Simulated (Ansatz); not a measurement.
# LiF (Griceite) (Fm-3m) in Ansatz: a series of runs

One crystal, LiF (Griceite), is run at these levels: LDA; tasks: single point, equation of state.

Everything below comes from runs of Ansatz 0.2.0. Logs are shortened: lines on timing, memory, paths and dates and some standing lists are left out, and cuts for length are marked.

## 1. The structure

Symmetry: Fm-3m, No. 225, cubic system. The conventional cell has a = 4.028 Å, b = 4.028 Å, c = 4.028 Å, α = 90.00°, β = 90.00°, γ = 90.00°. F (site symmetry m-3m) is surrounded by 6 Li at 2.01 Å. Li (site symmetry m-3m) has 6 F at 2.01 Å as nearest neighbours.

## 2. Single point, LDA, 7.68 Å³/atom (volume scaled by 0.94)

File input.yaml:

```yaml
crystal:
  lattice:
    - [0.0, 1.972886423, 1.972886423]
    - [1.972886423, 0.0, 1.972886423]
    - [1.972886423, 1.972886423, 0.0]
  atoms:
    - { symbol: F, position: [0.5, 0.5, 0.5] }
    - { symbol: Li, position: [0.0, 0.0, 0.0] }
kpoints:
  mp_grid: { grid: [11, 11, 11] }
scf:
  occupations: { method: fermi_dirac, width: 0.05 }
hamiltonian:
  xc: lda
  pseudopotentials: { kind: all_electron, lapw: { basis_error: 0.001 } }
output:
  forces: true
  stress: true
  eigenvalues: true
```

Potentials or basis: all-electron LAPW, scalar-relativistic.

On the command line:

```console
$ ansatz run input.yaml --threads 1 --pin off --max-ram 3072MiB --backend cpu --events-out ev --progress --plain --runs-dir out
```

Log:

```text
Warning: RAYON_NUM_THREADS=1 ignored (pool sized by the plan → 1); use --threads N
LAPW: plane waves up to 8.854 Å⁻¹, error target 1.0e-3 eV per atom; small_component_spin mean_spin; Li in spheres of 0.871 Å, 3 of its electrons in bands, Dirac shells []; F in spheres of 1.102 Å, 7 of its electrons in bands, Dirac shells [] (how accurate: hamiltonian.pseudopotentials.lapw.basis_error, Limitations)
Engine: ansatz 0.2.0, aarch64-unknown-linux-gnu
Pseudopotentials: kind: all_electron
Pseudopotential: F, LAPW, valence charge 7, lapw/all_electron/scalar/gaussian/F, Koelling and Harmon's equation, gaussian nucleus
Pseudopotential: Li, LAPW, valence charge 3, lapw/all_electron/scalar/gaussian/Li, Koelling and Harmon's equation, gaussian nucleus
Functional definition: SPW92
  exchange = slater_x
  correlation = pw_c
Crystal: 2 atoms, lattice volume = 15.358 Å³
Basis set: ecut = 298.68630545713995 eV, 169 PW (Γ), exchange–correlation at level 2
Bands: 9, of which v1, the nominal top of the filled ones, is band 5 counted from 1 (4 counted from 0)
Symmetry: 48 space group operations
Space group: Fm-3m (ITA 225), of the structure as read, at distance tolerance 2.5e-5 Å
k-points: 56 of 1331
Non-local potential: F, projectors of the file, none
Non-local potential: Li, projectors of the file, none
Initial density: superposition of atomic densities (chi_scale 0.1, normalization cell, long waves kept (reshape's long-wave potential 0.00 eV rms))
Initial wavefunctions: plane waves of lowest kinetic energy (no species holds an atomic orbital)
Functional: x = slater, c = lda
iter 1 solved again at ethr=3.52e-3 eV; its pass at ethr=1.00e-1 eV (dr2=3.52e-1 eV) is discarded
SCF iter   1: F=—  HF=-2909.641149 eV  |F-HF|=—  |Δ(HF+E_count)|=         —  Δρ=5.16e-2  dr2=3.52e-1  ethr=3.52e-3  ⟨swp⟩=2.0  Hψ=3541  notcnv=0
preconditioner: auto → none  [insulator: Δε(μ)=10.848 eV  Ē_g=24.281 eV  σ=0.050 eV  W_gap=1.00  n_scr=0 (ndim 8)  ℏωp=26.8 eV  f_vac=0.000  D(μ)=0.00/eV (n_scr^D=0)  ε∞_Penn≈2.2]
iter 2 solved again at ethr=2.32e-5 eV; its pass at ethr=3.52e-3 eV (dr2=2.32e-3 eV) is discarded
SCF iter   2: F=—  HF=-2909.240644 eV  |F-HF|=—  |Δ(HF+E_count)|=   4.01e-1  Δρ=5.39e-3  dr2=2.34e-3  ethr=2.32e-5  ⟨swp⟩=2.1  Hψ=2693  notcnv=0  defer=1
SCF iter   3: F=—  HF=-2909.174548 eV  |F-HF|=—  |Δ(HF+E_count)|=   6.61e-2  Δρ=9.54e-3  dr2=1.20e-2  ethr=2.32e-5  ⟨swp⟩=3.0  Hψ=1678  notcnv=0
SCF iter   4: F=—  HF=-2909.171188 eV  |F-HF|=—  |Δ(HF+E_count)|=   3.36e-3  Δρ=7.51e-4  dr2=6.82e-5  ethr=2.32e-5  ⟨swp⟩=2.0  Hψ=1511  notcnv=0
SCF iter   5: F=—  HF=-2909.171213 eV  |F-HF|=—  |Δ(HF+E_count)|=   2.44e-5  Δρ=1.63e-4  dr2=3.38e-6  ethr=6.82e-7  ⟨swp⟩=2.0  Hψ=1288  notcnv=0
SCF iter   6: F=-2909.171213 eV  HF=-2909.171213 eV  |F-HF|=8.60e-10  |Δ(HF+E_count)|=   6.69e-8  Δρ=4.62e-6  dr2=2.43e-9  ethr=3.38e-8  ⟨swp⟩=2.0  Hψ=1288  notcnv=0
SCF 1 converged in 6 iterations: F = -2909.171213 eV  dr2 = 2.43e-9
SCF converged after 6 iterations
Free energy (F): -2909.171213 eV
Harris-Foulkes:  -2909.171213 eV  (|F-HF|=8.60e-10)
Internal energy: -2909.171213 eV  (E = F + TS)
E sigma→0 (E₀):  -2909.171213 eV
Fermi energy:    5.771117 eV
--- Per-component energies (eV) ---
  E_band       = -115.583484
  E_kinetic    = 2898.749165
  E_xc         = -317.686656
  E_electrostatic = -5490.233722  (all electrons and nuclei)
  E_smearing   = -0.000000  (= −TS)
  E_closure    = 0.000000  (closes the sum)
  E_atoms      = -2898.672788  (free atoms, spherical and without spin; not in F)
  Σ components = -2909.171213   (vs F -2909.171213, Δ=0.00e0)
  Basis errors (estimates in eV, not in F): energy 2.8e-4 per atom: plane waves 2.7e-4 (1.5e-4 summed), levels above the bands 5.0e-138, relativity 3.2e-9, radial functions 6.1e-6, core shells 3.0e-8; eigenvalues (radial functions only) 1.8e-5; not estimated: angular momenta, meshes, grids; target (lapw.basis_error) 1.0e-3; muffin-tin radii Li 0.871 Å, F 1.102 Å
--- Forces (eV/Å), atoms counted from 1 ---
  atom   1  F      0.00000000     0.00000000    -0.00000000
  atom   2  Li    -0.00000000     0.00000000     0.00000000
  max |Σ_I F_I| component: 9.24e-31 eV/Å
--- Stress (GPa, compression-positive) ---
       -2.221073       0.000000       0.000000
        0.000000      -2.221073       0.000000
        0.000000       0.000000      -2.221073
  P = ⅓ Tr σ = -2.2211 GPa (-22.211 kbar)
--- Band table (eV; the first three rows and the last of 56) ---
  k-point 0: bands = ["-38.6350", "-18.7797", "0.9750", "0.9750", "0.9750", "10.3714", "25.2428", "25.2428", "25.2428"]
  k-point 1: bands = ["-38.6279", "-18.7443", "0.7131", "0.9537", "0.9537", "10.6090", "22.6779", "24.0460", "24.0460"]
  k-point 2: bands = ["-38.6088", "-18.6467", "0.0612", "0.8976", "0.8976", "11.1468", "20.2874", "22.6100", "22.6100"]
  k-point 55: bands = ["-38.5221", "-18.0048", "-1.5011", "-1.2080", "0.1293", "15.8755", "16.0938", "18.8834", "20.7280"]
```

Wall time 3.6 s (1 thread of Arm Neoverse V2, shared host); peak memory 0.23 GiB.

Results:

* Free energy: -2909.1712 eV
* Pressure: -2.2 GPa
* Band gap on the k mesh: 9.40 eV, direct

Caveat: an odd mesh through Γ misses points on the zone boundary, where band edges often lie.

## 3. Single point, LDA, 7.84 Å³/atom (volume scaled by 0.96)

Edit input.yaml of step 2 so:

```diff
@@ -2,5 +2,5 @@
   lattice:
-    - [0.0, 1.972886423, 1.972886423]
-    - [1.972886423, 0.0, 1.972886423]
-    - [1.972886423, 1.972886423, 0.0]
+    - [0.0, 1.9867804471, 1.9867804471]
+    - [1.9867804471, 0.0, 1.9867804471]
+    - [1.9867804471, 1.9867804471, 0.0]
   atoms:
```

Potentials or basis: all-electron LAPW, scalar-relativistic.

On the command line:

```console
$ ansatz run input.yaml --threads 1 --pin off --max-ram 3072MiB --backend cpu --events-out ev --progress --plain --runs-dir out
```

Wall time 3.6 s (1 thread of Arm Neoverse V2, shared host); peak memory 0.23 GiB.

The run converged. Its results:

* Free energy: -2909.1651 eV
* Pressure: -3.8 GPa
* Band gap on the k mesh: 9.20 eV, direct

Caveat: an odd mesh through Γ misses points on the zone boundary, where band edges often lie.

## 4. Single point, LDA, 8.01 Å³/atom (volume scaled by 0.98)

Edit input.yaml of step 3 so:

```diff
@@ -2,5 +2,5 @@
   lattice:
-    - [0.0, 1.9867804471, 1.9867804471]
-    - [1.9867804471, 0.0, 1.9867804471]
-    - [1.9867804471, 1.9867804471, 0.0]
+    - [0.0, 2.0004828142, 2.0004828142]
+    - [2.0004828142, 0.0, 2.0004828142]
+    - [2.0004828142, 2.0004828142, 0.0]
   atoms:
```

On the command line:

```console
$ ansatz run input.yaml --threads 1 --pin off --max-ram 3072MiB --backend cpu --events-out ev --progress --plain --runs-dir out
```

Run time: 3.6 s. Hardware: 1 thread of Arm Neoverse V2, shared host; peak memory 0.23 GiB.

It converged, with:

```yaml
Free_energy: -2909.1559 eV
Pressure: -5.2 GPa
Band_gap_on_the_k_mesh: 9.00 eV, direct
```

Caveat: an odd mesh through Γ misses points on the zone boundary, where band edges often lie.

## 5. Single point, LDA, 8.17 Å³/atom

Edit input.yaml of step 4 so:

```diff
@@ -2,5 +2,5 @@
   lattice:
-    - [0.0, 2.0004828142, 2.0004828142]
-    - [2.0004828142, 0.0, 2.0004828142]
-    - [2.0004828142, 2.0004828142, 0.0]
+    - [0.0, 2.014, 2.014]
+    - [2.014, 0.0, 2.014]
+    - [2.014, 2.014, 0.0]
   atoms:
```

On the command line:

```console
$ ansatz run input.yaml --threads 1 --pin off --max-ram 3072MiB --backend cpu --events-out ev --progress --plain --runs-dir out
```

Wall time 3.5 s (1 thread of Arm Neoverse V2, shared host); peak memory 0.23 GiB.

Results (log left out):

| Item | Value |
| --- | --- |
| Free energy | -2909.1442 eV |
| Pressure | -6.4 GPa |
| Band gap on the k mesh | 8.82 eV, direct |

Caveat: an odd mesh through Γ misses points on the zone boundary, where band edges often lie.

## 6. Single point, LDA, 8.33 Å³/atom (volume scaled by 1.02)

Edit input.yaml of step 5 so:

```diff
@@ -2,5 +2,5 @@
   lattice:
-    - [0.0, 2.014, 2.014]
-    - [2.014, 0.0, 2.014]
-    - [2.014, 2.014, 0.0]
+    - [0.0, 2.0273381371, 2.0273381371]
+    - [2.0273381371, 0.0, 2.0273381371]
+    - [2.0273381371, 2.0273381371, 0.0]
   atoms:
```

Potentials or basis: all-electron LAPW, scalar-relativistic.

On the command line:

```console
$ ansatz run input.yaml --threads 1 --pin off --max-ram 3072MiB --backend cpu --events-out ev --progress --plain --runs-dir out
```

Wall time 3.6 s (1 thread of Arm Neoverse V2, shared host); peak memory 0.23 GiB.

Results (log left out):

| Property | Result |
| --- | --- |
| Free energy | -2909.1300 eV |
| Pressure | -7.5 GPa |
| Band gap on the k mesh | 8.65 eV, direct |

Caveat: an odd mesh through Γ misses points on the zone boundary, where band edges often lie.

## 7. Single point, LDA, 8.50 Å³/atom (volume scaled by 1.04)

Edit input.yaml of step 6 so:

```diff
@@ -2,5 +2,5 @@
   lattice:
-    - [0.0, 2.0273381371, 2.0273381371]
-    - [2.0273381371, 0.0, 2.0273381371]
-    - [2.0273381371, 2.0273381371, 0.0]
+    - [0.0, 2.0405030393, 2.0405030393]
+    - [2.0405030393, 0.0, 2.0405030393]
+    - [2.0405030393, 2.0405030393, 0.0]
   atoms:
```

On the command line:

```console
$ ansatz run input.yaml --threads 1 --pin off --max-ram 3072MiB --backend cpu --events-out ev --progress --plain --runs-dir out
```

It took 3.6 s on 1 thread of Arm Neoverse V2, shared host; peak memory 0.23 GiB.

It converged, with:

```
Free energy            : -2909.1137 eV
Pressure               : -8.5 GPa
Band gap on the k mesh : 8.48 eV, direct
```

Caveat: an odd mesh through Γ misses points on the zone boundary, where band edges often lie.

## 8. Single point, LDA, 8.66 Å³/atom (volume scaled by 1.06)

Edit input.yaml of step 7 so:

```diff
@@ -2,5 +2,5 @@
   lattice:
-    - [0.0, 2.0405030393, 2.0405030393]
-    - [2.0405030393, 0.0, 2.0405030393]
-    - [2.0405030393, 2.0405030393, 0.0]
+    - [0.0, 2.0535002244, 2.0535002244]
+    - [2.0535002244, 0.0, 2.0535002244]
+    - [2.0535002244, 2.0535002244, 0.0]
   atoms:
```

On the command line:

```console
$ ansatz run input.yaml --threads 1 --pin off --max-ram 3072MiB --backend cpu --events-out ev --progress --plain --runs-dir out
```

Wall time 3.7 s (1 thread of Arm Neoverse V2, shared host); peak memory 0.23 GiB.

It converged, with:

* Free energy: -2909.0955 eV
* Pressure: -9.3 GPa
* Band gap on the k mesh: 8.32 eV, direct

Caveat: an odd mesh through Γ misses points on the zone boundary, where band edges often lie.

## 9. Equation of state, LDA

Potentials or basis: all-electron LAPW, scalar-relativistic.

This step only gathers the single runs of the series.

Results:

```yaml
Equilibrium_volume: "7.47 Å³/atom (rough: see the caveat)"
Bulk_modulus: 87 GPa (rough)
```

Energy against volume, from the lowest point:
| volume (Å³/atom) | energy (meV/atom) |
| --- | --- |
| 7.679 | 0.00 |
| 7.842 | 3.07 |
| 8.006 | 7.64 |
| 8.169 | 13.53 |
| 8.333 | 20.61 |
| 8.496 | 28.75 |
| 8.659 | 37.84 |

Caveat: the minimum lies outside the volumes run.
